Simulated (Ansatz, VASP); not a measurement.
**SiGe in VASP and in Ansatz**

```
Ge Si
1.0
     3.21015    0.00000    0.00000
     0.00000    3.21015    0.00000
     0.00000    0.00000    3.21015
Ge Si
1 1
Cartesian
  0.0000 0.0000 0.0000
  1.6051 1.6051 1.6051
```

Alike in both runs: task single point; functional r2SCAN; dispersion D4; k mesh 6 × 6 × 6; occupations fermi-dirac, width 0.02 eV; no spin polarisation.

```csv
,VASP,Ansatz
version,VASP 6.6.1,Ansatz 0.2.0
potentials or method,"VASP PAW PBE potentials, release 64 (Ge_d, Si)",plane waves
plane-wave cutoff (eV),520,500
valence electrons in the cell,18,18
```

Ansatz gave:

```
pressure (GPa)               : 0.9
dispersion energy (meV/atom) : -145.6
```

Q: What did VASP give for the same quantities?

A: Pressure (GPa): 0.8; dispersion energy (meV/atom): -145.5.

Caveats: the PAW data sets were made with another functional, which shifts forces and pressure a little (VASP); pairwise dispersion overbinds metals, which lowers pressure and volume.
